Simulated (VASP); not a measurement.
Write the native input for VASP 6.6.1 that does the following.

| Quantity | Value |
| --- | --- |
| Task | relaxation of cell and atoms |
| Functional | PBEsol |
| Potentials or basis | VASP PAW PBE potentials, release 64 (B, As) |
| Cutoff | 600 eV |
| k mesh | 10 × 10 × 10 |
| Occupations | gaussian, width 0.03 eV |
| Spin | no spin polarisation |
| Further INCAR settings | ALGO = Normal; EDIFF = 1e-06; IBRION = 2; EDIFFG = -0.01; NSW = 90; ISIF = 3 |

The structure of BAs lies in POSCAR:

```
BAs
1.0
    0.0000000000      2.3885000000      2.3885000000
    2.3885000000      0.0000000000      2.3885000000
    2.3885000000      2.3885000000      0.0000000000
B As
1 1
Direct
    0.0000000000      0.0000000000      0.0000000000
    0.2500000000      0.2500000000      0.2500000000
```

One way to write it, as run:

INCAR

```
SYSTEM = BAs
  ALGO = Normal
  EDIFF = 1E-6
  EDIFFG = -0.01
  ENCUT = 600
  GGA = PS
  IBRION = 2
  ISIF = 3
  ISMEAR = 0
  LASPH = .True.
  LCHARG = .False.
  LREAL = .False.
  LWAVE = .False.
  NELM = 80
  NSW = 90
  PREC = Accurate
  SIGMA = 0.03
```

KPOINTS

```
k-points
0
Gamma
  10 10 10
  0 0 0
```

Potentials or basis: VASP PAW PBE potentials, release 64 (B, As).

Command:

```bash
$ cat potpaw_PBE.64/B/POTCAR potpaw_PBE.64/As/POTCAR > POTCAR
$ mpirun -np 1 vasp_std > vasp.out
```

It gave:

```json
{
 "Pressure after relaxing": "0.1 GPa",
 "Band gap on the k mesh": "1.08 eV, indirect (least direct gap 3.24 eV)"
}
```

Caveat: the relaxation stopped at its first step, so nothing moved; the PAW data sets were made with another functional, which shifts forces and pressure a little.

Run time: 5.7 s on 1 thread of Intel(R) Xeon(R) 6975P-C (Granite Rapids), on a shared host, peak memory 0.16 GiB.
